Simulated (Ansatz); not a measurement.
# SiO2: how the settings move a single-point run

How sensitive is a single-point run of SiO2 to its settings? A reference run comes first, then one run with altered input.

Method: reference: DFT, PBE, all-electron LAPW, scalar-relativistic, in Ansatz 0.2.0.

## 1. The system as given

The structure is tetragonal, space group I-42d (No. 122). The conventional cell has a = 4.748 Å, b = 4.748 Å, c = 7.488 Å, α = 90.00°, β = 90.00°, γ = 90.00°. Around Si (site symmetry -4) lie 4 O at 1.62 Å. Around O (site symmetry 2) lie 2 Si at 1.62 Å.

As a file:

```xyz
6
Lattice="-2.3740 2.3740 3.7440 2.3740 -2.3740 3.7440 2.3740 2.3740 -3.7440" Properties=species:S:1:pos:R:3 pbc="T T T"
Si    0.0000    0.0000    0.0000
Si    0.0000    2.3740    1.8720
O     1.1870    2.9599    2.8080
O     0.5858    1.1870    0.9360
O    -1.1870    1.7882    2.8080
O    -0.5858    3.5611    0.9360
```

## 2. The reference run

input.yaml reads:

```yaml
crystal:
  lattice:
    - [-2.37405, 2.37405, 3.744]
    - [2.37405, -2.37405, 3.744]
    - [2.37405, 2.37405, -3.744]
  atoms:
    - { symbol: Si, position: [0.0, 0.0, 0.0] }
    - { symbol: Si, position: [0.75, 0.25, 0.5] }
    - { symbol: O, position: [0.99838, 0.625, 0.87338] }
    - { symbol: O, position: [0.375, 0.24838, 0.37338] }
    - { symbol: O, position: [0.75162, 0.125, 0.12662] }
    - { symbol: O, position: [0.875, 0.00162, 0.62662] }
kpoints:
  mp_grid: { grid: [7, 7, 7] }
  band_path:
    path:
      - [0.0, 0.0, 0.0]
      - [0.0, 0.0, 0.5]
      - [0.25, 0.25, 0.25]
      - [0.0, 0.5, 0.0]
      - [0.0, 0.0, 0.0]
      - [0.5, 0.5, -0.5]
      - [0.350518975, 0.649481025, -0.350518975]
      - [-0.350518975, 0.350518975, 0.350518975]
      - [0.0, 0.0, 0.0]
    npoints: 14
scf:
  occupations: { method: fermi_dirac, width: 0.03 }
hamiltonian:
  xc: pbe
  pseudopotentials: { kind: all_electron, lapw: { basis_error: 0.001 } }
output:
  forces: true
  stress: true
  eigenvalues: true
  fatbands: true
  populations: true
  dos: { projected: true, de: 0.2, e_range: [-14, 8] }
```

On the command line:

```console
$ ansatz run input.yaml --threads 2 --pin off --max-ram 6144MiB --backend cpu --events-out ev --progress --plain --runs-dir out
```

## 3. Changing settings: mp_grid.grid [6, 6, 6], mixing.algorithm msr1, mixing.beta 0.7, accuracy low

input.yaml, as its differences from that of step 2:

```diff
@@ -13,3 +13,3 @@
 kpoints:
-  mp_grid: { grid: [7, 7, 7] }
+  mp_grid: { grid: [6, 6, 6] }
   band_path:
@@ -28,2 +28,3 @@
   occupations: { method: fermi_dirac, width: 0.03 }
+  mixing: { algorithm: msr1, beta: 0.7 }
 hamiltonian:
@@ -35,4 +36,3 @@
   eigenvalues: true
-  fatbands: true
   populations: true
-  dos: { projected: true, de: 0.2, e_range: [-14, 8] }
+accuracy: low
```

Before running it: what results should come out? Wanted: for each run, ending; energy change; pressure; gap; force.

The runs gave:

| run | ending | energy change | pressure (GPa) | gap (eV) | force (eV/Å) | cycles | time |
| --- | --- | --- | --- | --- | --- | --- | --- |
| reference | converged | 0 | 3.5 | 6.05 | 0.13 | 8 | 2.9 min |
| 1: mp_grid.grid [6, 6, 6], mixing.algorithm msr1, mixing.beta 0.7, accuracy low | converged | 0.0 meV/atom | 3.5 | 6.05 | 0.13 | 8 | 2.1 min |

Times don't compare one to one where runs were asked for different outputs or read a saved state (see the inputs); cycles may leave out searches for a lower state.

Residual by cycle in the longest SCF loop of each run; runs are numbered as in the table. The quantity is the density residual dr2, in eV.

| cycle | reference | run 1 |
| --- | --- | --- |
| 1 | 14.1 | 14.1 |
| 2 | 0.436 | 1.47 |
| 3 | 0.386 | 0.359 |
| 4 | 0.0109 | 0.00462 |
| 5 | 4.2e-4 | 2.4e-4 |
| 6 | 1.3e-5 | 5.9e-5 |
| 7 | 3.9e-7 | 3.6e-6 |
| 8 | 2.6e-8 | 6.7e-8 |

Changing the k-point mesh, mixing and accuracy level hardly moves the energy: 0.0 meV/atom.

The gaps are Kohn-Sham values of a semilocal functional, not quasiparticle or optical gaps. Such gaps usually fall short of the measured ones.
